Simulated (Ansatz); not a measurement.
BaTiO₃ (Pm-3m), a vibration from a frozen displacement

Level of theory: DFT r2SCAN, scalar-relativistic, plane waves, PAW (Ansatz 0.2.0). The runs took a 500 eV cutoff, a Γ-centred 8×8×8 mesh and Gaussian smearing (0.05 eV). Spin–orbit coupling is left out, which matters for the heavy elements here. No spin polarisation. Energies are free energies at this smearing, counted from the undisturbed cell; pressure is positive in compression.

Reference structure (relaxed at this level; it needn't be the usual structure):

```xyz
5
Lattice="3.9940 0.0000 0.0000 0.0000 3.9940 0.0000 0.0000 0.0000 3.9940" Properties=species:S:1:pos:R:3 pbc="T T T"
Ba    1.9970    1.9970    1.9970
Ti    0.0000    0.0000    0.0000
O     1.9970    0.0000    0.0000
O     0.0000    1.9970    0.0000
O     0.0000    0.0000    1.9970
```

Atom 1 (Ba) is moved by x along the Cartesian unit vector (0.000, -0.707, -0.707); the cell and all other atoms stay fixed. The cell's volume is 63.71 Å³; the moved atoms weigh 137.327 u together and the others 95.864 u. Some rows repeat others by symmetry and weren't run.

```csv
x (Å),ΔE (meV/cell),total force on the moved atoms along the move (eV/Å),pressure (GPa)
-0.1000,33.97,0.6852,0.3069
-0.0833,23.51,0.5678,0.2128
-0.0667,15.04,0.4527,0.1363
-0.0500,8.44,0.3383,0.0766
-0.0333,3.74,0.2247,0.0339
-0.0167,0.94,0.1126,0.0086
0.0000,0.00,0.0000,0.0001
0.0167,0.94,-0.1126,0.0086
0.0333,3.74,-0.2247,0.0339
0.0500,8.44,-0.3383,0.0766
0.0667,15.04,-0.4527,0.1363
0.0833,23.51,-0.5678,0.2128
0.1000,33.97,-0.6852,0.3069
```

**Question.** What frequency belongs to this motion?

**Answer.** The force constant is k = −dF/dx = 6.741 eV/Å², from the parabola through x = -0.0167, 0 and 0.0167. In every cell the moved atoms swing against the rest, so the mass is μ = m₁m₂/(m₁ + m₂) = 56.455 u, and ν̃ = 521.5 cm⁻¹ × √(|k|/μ) = 180 cm⁻¹. The pattern needn't be a normal mode: ν̃² is then a weighted mean of the squared nonzero frequencies at the zone centre of this cell, taken without macroscopic field, so it lies between the lowest and the highest of them.

**Question.** How far does the harmonic law reach?

**Answer.** At x = -0.100 Å, kx²/2 = 33.70 meV against the computed 33.97 meV (+0.8 %): the well is still close to harmonic there.

**Question.** The pressure changes with x². What does that say about the frequency under compression?

**Answer.** With E = k(V)x²/2, k ∝ V^(−2γ) and x scaling with the cell as V^(1/3), P − P0 = −∂E/∂V = (2γ − 2/3) ΔE/V. At x = 0.0333 Å, V(P − P0) = 63.71 × 0.03384 / 160.2 eV = 13.46 meV and ΔE = 3.74 meV, so γ = 1/3 + V(P − P0)/(2ΔE) = 2.13. This is the Grüneisen parameter of the motion under uniform scaling of the cell: shrinking the cell evenly by 1 % in volume raises the frequency by about 2.13 %.

Many cubic perovskites lower their energy by tilts or polar distortions; a scan of this one displacement doesn't rule them out.

Cost: 7 runs of about 5.2 core-minutes in all, on AMD EPYC (Zen 3) (shared hosts).